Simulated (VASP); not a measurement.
# How biaxial strain in the (110) plane changes CdS (F-43m)

How do the elastic response and the band edges of CdS follow biaxial strain in the (110) plane?

Calculated with VASP 6.6.1; LDA; plane waves and PAW (Cd, S); cell typed or built by script, in the first sound run; inputs show where later runs differ.

Report form: the programs' logs are mostly left out.

### 1. Set-up

Symmetry: F-43m, No. 216, cubic system. The conventional cell has a = 5.820 Å, b = 5.820 Å, c = 5.820 Å, α = 90.00°, β = 90.00°, γ = 90.00°. Cd has 4 S at 2.52 Å nearest. S has 4 Cd at 2.52 Å nearest. Farther neighbours and most contacts between anions are not listed.

### 2. Relax the crystal, LDA

The series starts from the cell that this level prefers, so that zero strain is near zero stress.

This step took 2 runs in a row; the last is shown.

Level: LDA; plane waves and PAW (Cd, S); cell typed or built by script.

The input, INCAR:

```
SYSTEM = CdS
PREC = Accurate
ENCUT = 450
EDIFF = 1E-07
NELM = 120
ISMEAR = 0
SIGMA = 0.02
LREAL = .FALSE.
ALGO = Normal
GGA = CA
NBANDS = 15
LASPH = .TRUE.
LORBIT = 11
LWAVE = .FALSE.
LCHARG = .FALSE.
KPAR = 12
IBRION = 2
NSW = 40
ISIF = 3
EDIFFG = -0.005
POTIM = 0.4
```

The input, POSCAR:

```
CdS
1.0
    0.0000000000      2.8843989595      2.8843989595
    2.8843989595      0.0000000000      2.8843989595
    2.8843989595      2.8843989595      0.0000000000
Cd S
1 1
Direct
    0.0000000000      0.0000000000      0.0000000000
    0.2500000000      0.2500000000      0.2500000000
```

The input, KPOINTS:

```
Automatic mesh
0
Gamma
9 9 9
0 0 0
```

Potentials, in the order of the species: Cd and S (LDA family, release 64).

The run is started by

```
$ mpirun -np 12 vasp_std
```

Wall time 5.2 s (12 MPI ranks of Intel Xeon Platinum 8259CL at 2.50GHz (Skylake/Cascade Lake), shared host); peak memory 1.9 GiB; 49 s of CPU time.

Numbers from this step:

```
energy(sigma→0) of the program : -7.4068 eV
stress, compression positive   : 0.01 along [110], 0.01 across it (mean), GPa
volume                         : 47.966 Å³
ionic steps                    : 2
```

### 3. Strain along the normal, LDA

One member in full: the plane is strained by -1.5 %, and the strain along the normal is moved by secant steps until the normal stress is under 0.012 GPa or five steps are spent; the atoms relax at each step.

This step took 3 runs, each at a new trial strain with the atoms of the one before; the last is shown.

Level: LDA; plane waves and PAW (Cd, S); cell typed or built by script.

Changes to INCAR since step 2:

```diff
@@ -15,7 +15,7 @@
 LCHARG = .FALSE.
-KPAR = 12
-IBRION = 2
-NSW = 40
-ISIF = 3
-EDIFFG = -0.005
-POTIM = 0.4
+KPAR = 3
+IBRION = 1
+NSW = 25
+ISIF = 2
+EDIFFG = -0.004
+POTIM = 0.3
```

The input, POSCAR:

```
CdS
1.0
    0.0453654870      2.8859167330      2.8405512450
    2.8859167330      0.0453654870      2.8405512450
    2.9312822200      2.9312822200      0.0000000000
Cd S
1 1
Direct
    0.0042158755      0.0042158755      0.9957841245
    0.2457841245      0.2457841245      0.2542158755
```

KPOINTS is that of step 2.

The run is started by

```
$ mpirun -np 3 vasp_std
```

Elapsed: 39 s, on 3 MPI ranks; peak memory 0.56 GiB.

This run gave:

```
energy(sigma→0) of the program : -7.3997 eV
stress, compression positive   : 0.00 along [110], 1.41 across it (mean), GPa
ionic steps                    : 3
```

### 4. Band edges, TB-mBJ with spin-orbit coupling

Short lines in KPOINTS_OPT sample the zone centre along and across the normal of the plane, for masses, and the other valleys.

Level: TB-mBJ, spin-orbit coupling; plane waves and PAW (Cd, S); cell typed or built by script.

TB-mBJ has no energy functional, so the total energy, stress and pressure in this output mean nothing.

The input, INCAR:

```
SYSTEM = CdS
PREC = Accurate
ENCUT = 450
EDIFF = 1E-06
NELM = 150
ISMEAR = 0
SIGMA = 0.02
LREAL = .FALSE.
ALGO = Normal
METAGGA = MBJ
LASPH = .TRUE.
LNONCOLLINEAR = .TRUE.
MAGMOM = 0 0 0 0 0 0
NBANDS = 28
GGA_COMPAT = .FALSE.
LSORBIT = .TRUE.
LWAVE = .FALSE.
LCHARG = .FALSE.
KPAR = 3
```

The input, POSCAR:

```
CdS
1.0
    0.0453654870      2.8859167330      2.8405512450
    2.8859167330      0.0453654870      2.8405512450
    2.9312822200      2.9312822200      0.0000000000
Cd S
1 1
Direct
    0.0037855928      0.0037855928      0.9962144072
    0.2462144072      0.2462144072      0.2537855928
```

The input, KPOINTS:

```
Automatic mesh
0
Gamma
7 7 7
0 0 0
```

The input, KPOINTS_OPT:

```
Line mode
6
Line-mode
Reciprocal
  0.00000000   0.00000000   0.00000000
  0.01649426   0.01649426   0.03298852

  0.00000000   0.00000000   0.00000000
 -0.01598372   0.01598372   0.00000000

  0.31000000   0.31000000   0.00000000
  0.50000000   0.50000000   0.00000000

  0.00000000   0.31000000   0.31000000
  0.00000000   0.50000000   0.50000000

  0.45000000   0.45000000   0.45000000
  0.50000000   0.50000000   0.50000000

  0.45000000   0.00000000   0.00000000
  0.50000000   0.00000000   0.00000000

  0.42500000   0.42500000   0.00000000
  0.42536101   0.44796540   0.02332640

  0.50000000   0.50000000   0.50000000
  0.48401628   0.51598372   0.50000000
```

The run is started by

```
$ mpirun -np 3 vasp_ncl
```

The job ended after 6.1 min (3 MPI ranks; peak memory 1.4 GiB).

### 5. Band edges, r2SCAN with spin-orbit coupling

Level: r2SCAN, spin-orbit coupling; plane waves and PAW (Cd, S); cell typed or built by script.

Changes to INCAR since step 4:

```diff
@@ -4,3 +4,3 @@
 EDIFF = 1E-06
-NELM = 150
+NELM = 100
 ISMEAR = 0
@@ -9,3 +9,3 @@
 ALGO = Normal
-METAGGA = MBJ
+METAGGA = R2SCAN
 LASPH = .TRUE.
```

POSCAR is that of step 4.

KPOINTS is that of step 4.

KPOINTS_OPT is that of step 4.

The run is started by

```
$ mpirun -np 3 vasp_ncl
```

It took 10 min on 3 MPI ranks; peak memory 1.4 GiB.

This run gave:

```
energy(sigma→0) of the program : -402.5883 eV
stress, compression positive   : 4.14 along [110], 5.43 across it (mean), GPa
```

The run ends at a pressure of 5.00 GPa, with forces up to 0.026 eV/Å.

### 6. The table

Runs beyond LDA use the data sets made with LDA; this shifts their levels slightly, and their total energies have another zero (at TB-mBJ, which has no energy functional, they mean nothing).

The other members went through these steps as far as the tables show, with the same cutoff and, step by step, the same mesh; 41 runs are not shown. The session took 7.7 core hours (wall time by ranks) on a shared machine.

```csv
in-plane strain (%),strain along the normal (%),"mean of the two in-plane stresses, tension positive (GPa)",energy above the unstrained row (meV/atom),"gap on the mesh, LDA (eV)"
-2.000,2.208,-1.860,6.132,0.926
-1.500,1.646,-1.409,3.552,0.939
-1.000,1.092,-0.947,1.667,0.950
-0.500,0.546,-0.477,0.473,0.958
0,0.000,-0.007,0.000,0.965
0.500,-0.523,0.476,0.229,0.928
1.000,-1.041,0.962,1.182,0.889
1.500,-1.549,1.453,2.865,0.848
2.000,-2.045,1.947,5.280,0.805
```

Slopes at zero strain, from cubics through all rows: strain ratio -1.068, stress over strain 96 GPa.

Band edges at TB-mBJ with spin-orbit coupling, counted from the valence-band top at Γ, spin-orbit pairs averaged, with one row partly withheld:

```
in-plane strain (%)  gap (eV)  conduction band at Γ (eV)  Δ or X valley along z (eV)  Δ or X valley along x (eV)  lowest conduction level at L, [111] (eV)  lowest conduction level at L, [-111] (eV)  second valence level below the top (eV)  third valence level below the top (eV)
             -2.000     2.643                      2.643                       4.428                       4.625                                     4.467                                      4.197                                    0.032                                   0.157
             -1.500     2.657                      2.658                       4.519                       4.647                                     4.443                                      4.245                                    0.025                                   0.119
             -1.000     2.669                      2.670                       4.596                       4.667                                     4.419                                      4.290                                    0.019                                   0.084
             -0.500     2.679                      2.679                       4.659                       4.686                                     4.396                                      4.333                                    0.014                                   0.049
                  0     2.684                      2.685                       4.703                       4.703                                     4.373                                      4.373                                    0.000                                   0.025
              0.500     2.656                      2.657                       4.700                       4.688                                     4.319                                      4.378                                    0.031                                   0.051
              1.000         ?                          ?                       4.677                       4.669                                     4.263                                      4.376                                    0.066                                   0.085
              1.500     2.585                      2.585                       4.641                       4.648                                     4.206                                      4.370                                    0.102                                   0.121
              2.000     2.545                      2.545                       4.596                       4.626                                     4.150                                      4.361                                    0.139                                   0.158
```

Conduction masses, in electron masses:

```
in-plane strain (%)  conduction mass at Γ, along the strain axis or the normal of the plane  conduction mass at Γ, across the strain axis or in the plane
             -2.000                                                                   0.228                                                         0.261
             -1.500                                                                   0.231                                                         0.258
             -1.000                                                                   0.238                                                         0.255
             -0.500                                                                   0.240                                                         0.250
                  0                                                                   0.244                                                         0.244
              0.500                                                                   0.247                                                         0.239
              1.000                                                                   0.255                                                         0.238
              1.500                                                                   0.257                                                         0.233
              2.000                                                                   0.261                                                         0.230
```

Band edges at r2SCAN with spin-orbit coupling, counted from the valence-band top at Γ, spin-orbit pairs averaged:

```csv
in-plane strain (%),gap (eV),conduction band at Γ (eV),Δ or X valley along z (eV),Δ or X valley along x (eV),"lowest conduction level at L, [111] (eV)","lowest conduction level at L, [-111] (eV)",second valence level below the top (eV),third valence level below the top (eV)
-2.000,1.625,1.625,3.495,3.707,3.630,3.320,0.038,0.174
-1.500,1.637,1.637,3.586,3.724,3.599,3.372,0.030,0.134
-1.000,1.646,1.647,3.663,3.740,3.568,3.421,0.024,0.095
-0.500,1.653,1.653,3.725,3.755,3.538,3.466,0.017,0.059
0,1.657,1.657,3.769,3.769,3.510,3.510,0.000,0.036
0.500,1.626,1.626,3.764,3.751,3.450,3.517,0.033,0.062
1.000,1.588,1.588,3.740,3.727,3.386,3.516,0.070,0.098
1.500,1.546,1.547,3.702,3.702,3.323,3.511,0.110,0.136
2.000,1.502,1.502,3.654,3.677,3.260,3.503,0.150,0.176
```

Conduction masses, in electron masses:

| in-plane strain (%) | conduction mass at Γ, along the strain axis or the normal of the plane | conduction mass at Γ, across the strain axis or in the plane |
| --- | --- | --- |
| -2.000 | 0.149 | 0.170 |
| -1.500 | 0.151 | 0.167 |
| -1.000 | 0.153 | 0.163 |
| -0.500 | 0.155 | 0.160 |
| 0 | 0.157 | 0.157 |
| 0.500 | 0.158 | 0.153 |
| 1.000 | 0.160 | 0.151 |
| 1.500 | 0.162 | 0.148 |
| 2.000 | 0.163 | 0.145 |

### 7. A fit to the known rows

The quantity to fit is the conduction level at Γ above the mean of the three top valence levels at TB-mBJ with spin-orbit coupling: 2.706, 2.706, 2.704, 2.700, 2.693, 2.684, 2.660, 2.644 eV in the rows shown.

Fitting a parabola to the 8 known rows (e: strain in %) gives E = − 0.004565 e² − 0.01550 e + 2.693 in eV; the residuals are 2.8e-4 eV r.m.s.

At e = 1 this predicts 2.6732 eV.

### 8. The withheld row

The calculation gives 2.6733 eV, so the prediction is 0.0001 eV too low.

### 9. Outcome

| Property | Result |
| --- | --- |
| ratio of normal to in-plane strain | -1.068 |
| biaxial modulus | 96 GPa |
| gap of the unstrained cell, TB-mBJ with spin-orbit coupling | 2.68 eV |
| gap of the unstrained cell, r2SCAN with spin-orbit coupling | 1.66 eV |
| slope at zero strain of the conduction level at Γ above the mean of the three top valence levels, TB-mBJ with spin-orbit coupling | -16 meV per % |
| error of the predicted row | -0.1 meV |

**Reading.** As a check, the curvature of the energy gives 95 GPa for the same modulus (energy per volume = M × strain²), 0 % from the slope of the stress. At TB-mBJ with spin-orbit coupling the lowest conduction valley is Γ throughout, and the gap runs between 2.54 and 2.68 eV. At r2SCAN with spin-orbit coupling the lowest conduction valley is Γ throughout, and the gap runs between 1.50 and 1.66 eV. Hole masses are left out throughout, since the top bands are degenerate or cross in many series; of conduction masses, those of the Γ, L and (for Si and Ge under (001) strain) Δ valleys are kept where they change by under an eighth between rows. TB-mBJ is a potential fitted for gaps; it has no energy functional, so its total energies and forces mean nothing, and its bands tend to come out too narrow. r2SCAN opens gaps somewhat over GGA but leaves them below measured values as a rule. Δ or X levels are the lowest on their line, refined by a parabola unless they lie at X; the gap is read from all points sampled and can differ from the lowest valley by some meV, or by tens of meV where strain moves the valence top off Γ. Temperature, zero-point motion and excitons are left out.

[Lines on the potential files, build, host, timing and source positions are cut from VASP's logs without a mark.]

[Logs are printed without paths, hosts, clocks, repeated set-up lines and the standing remarks that a program may print on its own settings, such as how far it seeks lower states.]

[Hosts, paths, dates, database ids (printed as entryN), source tags and the programs' standing remarks are cut or masked in the printed files.]

[In band tables of VASP the shares of atoms and orbitals are scaled to a sum of 1 inside the atoms' spheres.]
